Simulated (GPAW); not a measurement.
Runs of GPAW 26.7.0 on Au. It takes space group Fm-3m (No. 225, cubic). Conventional cell: a = 4.070 Å, b = 4.070 Å, c = 4.070 Å, α = 90.00°, β = 90.00°, γ = 90.00°. Around Au (site symmetry m-3m) lie 12 Au at 2.88 Å. 

```tsv
task	level	potentials or basis	cell	k mesh	cutoff (eV)	maxiter	optimizer	fmax	max steps	convergence	mesh quality	gap on the mesh (eV)	pressure (GPa)	relaxed volume (Å³/atom)
relaxation of cell and atoms	PBEsol+D3(BJ)	PAW data sets generated in the run's folder for this functional, pw	relaxed	11 × 11 × 11	600	150	BFGS	0.02 eV/Å	60	density=1e-05 forces=0.0001	not flagged	none	0.0	(a)
relaxation of cell and atoms	PBEsol+D3	PAW data sets generated in the run's folder for this functional, pw	relaxed	11 × 11 × 11	600	150	BFGS	0.02 eV/Å	60	density=1e-05 forces=0.0001	not flagged	none	-0.1	16.81
relaxation of cell and atoms	PBEsol+D4	PAW data sets generated in the run's folder for this functional, pw	relaxed	11 × 11 × 11	600	150	BFGS	0.02 eV/Å	60	density=1e-05 forces=0.0001	not flagged	none	0.2	16.94
relaxation of cell and atoms	PBEsol	PAW data sets generated in the run's folder for this functional, pw	relaxed	11 × 11 × 11	600	150	BFGS	0.02 eV/Å	60	density=1e-05 forces=0.0001	not flagged	none	0.0	17.28
relaxation of cell and atoms	PBEsol+D3(BJ)+ATM	PAW data sets generated in the run's folder for this functional, pw	relaxed	11 × 11 × 11	600	150	BFGS	0.02 eV/Å	60	density=1e-05 forces=0.0001	not flagged	none	0.1	-
single point	PBE0	GPAW PAW data sets (gpaw-data 1.2.1), pw	as given	5 × 5 × 5	450	60	-	-	-	-	coarse	none	-	-
```

Alike in all rows: no spin polarisation; smearing fermi-dirac 0.05 eV.

Problem. Estimate the missing entries.

Solution. (a) 16.72.

Caveats: some runs use coarse meshes; with this Au data set, volumes or pressures lay over 1.5 % or 2 GPa off other programs in two to four cells of ten (some runs); later steps reuse the first step's grids (some runs); pairwise dispersion overbinds metals, which lowers pressure and volume (some runs); the relaxation stopped at its first step, so nothing moved (some runs); the PAW data sets were made with another functional, which shifts forces and pressure a little (some runs).

A k mesh can miss the band edges, and the runs leave out spin-orbit coupling on Au.

A gap of «none» marks a metal or a gap under the smearing width.

Runs at the PBE level aren't shown here.
